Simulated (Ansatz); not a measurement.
SnO$_{2}$ (P4_2/mnm), stationary points along a deformation path

The calculation used DFT r2SCAN, scalar-relativistic, plane waves, PAW in Ansatz. Settings: plane waves to 500 eV, k-mesh 6×6×10 (Γ-centred), Gaussian smearing 0.05 eV. No spin polarisation. Energies are free energies at this smearing, counted from the undisturbed cell; pressure is positive in compression.

Zero of the scan (relaxed at this level):

```
CELL_PARAMETERS angstrom
4.75982 0.00000 0.00000
0.00000 4.76006 0.00000
0.00000 0.00000 3.20071
ATOMIC_POSITIONS crystal
Sn 0.50000 0.50000 0.50000
Sn 0.00000 0.00000 0.00000
O 0.30586 0.30596 0.00000
O 0.80586 0.19404 0.50000
O 0.19414 0.80596 0.50000
O 0.69414 0.69404 0.00000
```

At fixed volume and fractional coordinates, lengths along (0.000, 0.000, 1.000) are scaled against those across it; ρ is that ratio over its starting value. V = 12.086 Å³/atom. Δσ is the stress along the axis less the mean stress across it (compression positive).

```
    ρ  ΔE (meV/atom)  Δσ (GPa) space group
0.850          178.5     46.16     P4_2/mnm
0.920           44.4     21.83     P4_2/mnm
0.960           10.3     10.18     P4_2/mnm
1.000            0.0      0.00     P4_2/mnm
1.050           13.6    -10.87     P4_2/mnm
1.100           49.9    -19.98     P4_2/mnm
1.200          169.5    -34.10     P4_2/mnm
```

Question: How does the stress give the slope of the energy, and where is the energy stationary?

Answer: Along the path d ln(length) is 2/3 d ln ρ on the axis and −1/3 d ln ρ across it, so dE/d ln ρ = −(2/3) V Δσ: the energy falls with ρ where Δσ is positive. Δσ vanishes or changes sign at ρ = 1.000 (P4_2/mnm), a minimum at 0.0 meV/atom. Pairs of stationary points between two samples would go unseen, and could change a minimum read from distant neighbours into a maximum.

Question: Integrate that slope from ρ = 1 to 0.850 by the trapezoid rule.

Answer: With V/N in Å³ and 1 eV/Å³ = 160.2 GPa the slopes at ρ = 1.000, 0.960, 0.920, 0.850 are 0, -512, -1098, -2322 meV/atom per unit of ln ρ. The steps add 10.5 + 34.3 + 135.3 = 180.0 meV/atom, against 178.5 from the energies; the trapezoid rule misses the curvature of the slope within each step.

Forces appear on the atoms along this scan, and letting them relax would lower the energy and soften the response.

Cost: 7 runs of about 6 core-minutes in all, on Intel Xeon Processor @ 2.50GHz (Skylake/Cascade Lake) (shared hosts).